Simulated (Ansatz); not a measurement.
AgI, DFT, LDA, PAW with Ansatz's default frozen-core files, scalar-relativistic (Ansatz 0.2.0), run on 1 thread of Arm Neoverse V1 on a shared host.

The cell is COD entry 9008829, as deposited and not checked against the literature; nothing was relaxed. It differs from other determinations.

Command: `ansatz run input.yaml --threads 1 --pin off --max-ram 2048MiB --backend cpu --events-out ev --progress --plain --runs-dir out`

```yaml
crystal:
  lattice:
    - [0.0, 3.2365, 3.2365]
    - [3.2365, 0.0, 3.2365]
    - [3.2365, 3.2365, 0.0]
  atoms:
    - { symbol: Ag, position: [0.0, 0.0, 0.0] }
    - { symbol: I, position: [0.75, 0.75, 0.75] }
kpoints:
  mp_grid: { grid: [7, 7, 7] }
  band_path:
    path:
      - [0.0, 0.0, 0.0]
      - [-0.5, -0.5, 0.0]
      - [-0.375, -0.375, 0.25]
      - [-0.375, 0.0, 0.375]
      - [0.0, 0.0, 0.0]
      - [0.0, 0.0, 0.5]
      - [-0.5, -0.25, 0.25]
      - [-0.5, -0.5, 0.0]
    npoints: 5
scf:
  occupations: { method: fermi_dirac, width: 0.01 }
hamiltonian:
  xc: lda
  pseudopotentials: { kind: paw }
output:
  forces: true
  stress: true
  eigenvalues: true
  efg: { contact_densities: true }
```

Problem. How large is the problem that the program sets up?

Solution. 20 irreducible k-points, 1363 plane waves at Γ, 22 bands.

Problem. About how long does it take, and how much memory does it use?

Solution. 8.3 s of wall time for 6 SCF iterations, with a peak of 0.38 GiB. Times on shared machines scatter by tens of per cent.

Problem. And the same cell and mesh by all-electron LAPW, asked for forces, stress, eigenvalues and the same band path, on the same hardware?

Solution. 27 s, peak memory 0.31 GiB.
